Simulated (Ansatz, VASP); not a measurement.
# One calculation of GaP, two programs

```
Ga P
1.0
     0.00000    2.72525    2.72525
     2.72525    0.00000    2.72525
     2.72525    2.72525    0.00000
Ga P
1 1
Direct
  0.00000 0.00000 0.00000
  0.75000 0.75000 0.75000
```

Alike in both runs: task single point; functional PBE; k mesh 8 × 8 × 8; occupations gaussian, width 0.023 eV; no spin polarisation.

```csv
,VASP,Ansatz
version,VASP 6.6.1,Ansatz 0.2.0
potentials or method,"VASP PAW PBE potentials, release 64 (Ga_d, P), cutoff 520 eV","all-electron LAPW, scalar-relativistic"
```

VASP gave:

- gap on the k mesh at the Fermi level (eV): 1.64
- least direct gap on the mesh (eV): 1.83
- pressure (GPa): 2.4

**Question.** Which values does Ansatz return?

**Answer.** gap on the k mesh at the Fermi level (eV): 1.64; least direct gap on the mesh (eV): 1.83; pressure (GPa): 2.5.

Ansatz ran all-electron here, so the differences hold the error of VASP's frozen core and of both bases.

A k mesh can miss the band edges.
